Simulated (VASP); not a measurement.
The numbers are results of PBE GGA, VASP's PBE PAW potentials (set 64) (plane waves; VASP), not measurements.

VASP input:

POSCAR:
```
Li2O
1
    0.0000000000     2.1370360880     2.1370360880
    2.1370360880    -0.0000000000     2.1370360880
    2.1370360880     2.1370360880     0.0000000000
Li O
2 1
Direct
  0.2500000000   0.2500000000   0.2500000000
  0.7500000000   0.7500000000   0.7500000000
  0.0000000000   0.0000000000   0.0000000000
```

INCAR:
```
GGA  =  PE   ! PBE
IBRION  =  2
EDIFFG  =  -0.02
NELM  =  100   ! most electronic steps
ISIF  =  3   ! ions, shape and volume
ISMEAR  =  0   ! Gaussian
LCHARG  =  .FALSE.
EDIFF  =  1E-6
SIGMA  =  0.05   ! width (eV)
LWAVE  =  .FALSE.
PREC  =  Accurate
NSW  =  40   ! most ionic steps
SYSTEM  =  Li2O
ENCUT  =  620   ! plane-wave cut-off (eV)
LASPH  =  .TRUE.
PSTRESS  =  300   ! kbar
LREAL  =  .FALSE.
ALGO  =  Normal   ! blocked Davidson
```

**KPOINTS**
```
Automatic
0
gamma
9 9 9
0 0 0
```

POTCAR, in this order: Li_sv O (PBE.64 set). Program: vasp_std.

The run wrote:

**OSZICAR**
```
       N       E                     dE             d eps       ncg     rms          rms(c)
DAV:   1     0.468222894095E+02    0.46822E+02   -0.70536E+03   700   0.150E+03
DAV:   2    -0.110412460378E+02   -0.57864E+02   -0.55385E+02   814   0.274E+02
DAV:   3    -0.157419259159E+02   -0.47007E+01   -0.46798E+01  1226   0.657E+01
DAV:   4    -0.158047138457E+02   -0.62788E-01   -0.62741E-01   968   0.795E+00
DAV:   5    -0.158052112266E+02   -0.49738E-03   -0.49733E-03  1018   0.510E-01    0.782E+00
DAV:   6    -0.139194142426E+02    0.18858E+01   -0.88278E+00   708   0.206E+01    0.254E+00
DAV:   7    -0.139194606682E+02   -0.46426E-04   -0.14948E-01   810   0.381E+00    0.156E+00
DAV:   8    -0.139286165765E+02   -0.91559E-02   -0.61346E-02   824   0.300E+00    0.347E-01
DAV:   9    -0.139275067401E+02    0.11098E-02   -0.98127E-03   870   0.885E-01    0.115E-01
DAV:  10    -0.139277877258E+02   -0.28099E-03   -0.11373E-03   766   0.308E-01    0.271E-02
DAV:  11    -0.139277849230E+02    0.28028E-05   -0.25481E-05   924   0.732E-02    0.840E-03
DAV:  12    -0.139277860728E+02   -0.11499E-05   -0.32691E-06   848   0.188E-02    0.226E-03
DAV:  13    -0.139277860092E+02    0.63604E-07   -0.44341E-07   508   0.893E-03
   1 F= -.10272880E+02 E0= -.10272880E+02  d E =-.102729E+02
```

File OUTCAR:
```
------------------------ aborting loop because EDIFF is reached ----------------------------------------
  FORCE on cell =-STRESS in cart. coord.  units (eV):
  Direction    XX          YY          ZZ          XY          YZ          ZX
  --------------------------------------------------------------------------------------
  Total        3.6720092      3.6720092      3.6720092      0.0000000      0.0000000     -0.0000000
  in kB      301.4038406    301.4038406    301.4038406      0.0000000      0.0000000     -0.0000000
  external PRESSURE =       1.4038406 kB  Pullay stress =     300.0000000 kB
  volume of cell :       19.52
      direct lattice vectors                 reciprocal lattice vectors
     0.000000000  2.137036088  2.137036088    -0.233968908  0.233968908  0.233968908
     2.137036088  0.000000000  2.137036088     0.233968908 -0.233968908  0.233968908
     2.137036088  2.137036088  0.000000000     0.233968908  0.233968908 -0.233968908
 POSITION                                       TOTAL-FORCE (eV/Angst)
 -----------------------------------------------------------------------------------
      1.06852      1.06852      1.06852         0.000000      0.000000      0.000000
      3.20555      3.20555      3.20555        -0.000000     -0.000000     -0.000000
      0.00000      0.00000      0.00000         0.000000     -0.000000     -0.000000
 -----------------------------------------------------------------------------------
    total drift:                                0.000000      0.000000      0.000000
  FREE ENERGIE OF THE ION-ELECTRON SYSTEM (eV)
  ---------------------------------------------------
  free  energy   TOTEN  =       -13.9277860092 eV

  energy  without entropy=      -13.9277860092  energy(sigma->0) =      -13.92778601
  enthalpy is  TOTEN    =       -10.2728798030 eV   P V=        3.6549062062

 reached required accuracy - stopping structural energy minimisation
```
(Selected blocks of OUTCAR.)

The compound is Li2O in the antifluorite structure. It was relaxed first under an external pressure of 30 GPa.
